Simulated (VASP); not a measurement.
A run of VASP 6.6.1 is set up as follows.

Contents of INCAR:

```
PREC = Accurate
ENCUT = 520
EDIFF = 1E-6
ISMEAR = 0
SIGMA = 0.1
LREAL = False
LASPH = True
NELM = 100
ALGO = Normal
ISIF = 2
LWAVE = False
LCHARG = False
GGA = PE
NBANDS = 8
```

The input KPOINTS:

```
regular mesh
0
Gamma
  18 18 16
```

Contents of POSCAR:

```
Si
1.0
    2.6833048153      0.0000000000      0.0000000000
   -1.3416524077      2.3238101362      0.0000000000
    0.0000000000      0.0000000000      2.5624188935
Si
1
Direct
    0.0000000000      0.0000000000      0.0000000000
```

Potentials or basis: VASP PAW PBE potentials, release 64 (Si).

The run is started by

```console
$ cat potpaw_PBE.64/Si/POTCAR > POTCAR
$ mpirun -np 1 vasp_std > vasp.out
```

(1) Estimate the band gap on the k mesh.

(2) Estimate the pressure.

Results:

(1) none (metal or under the smearing width).

(2) -5.4 GPa.
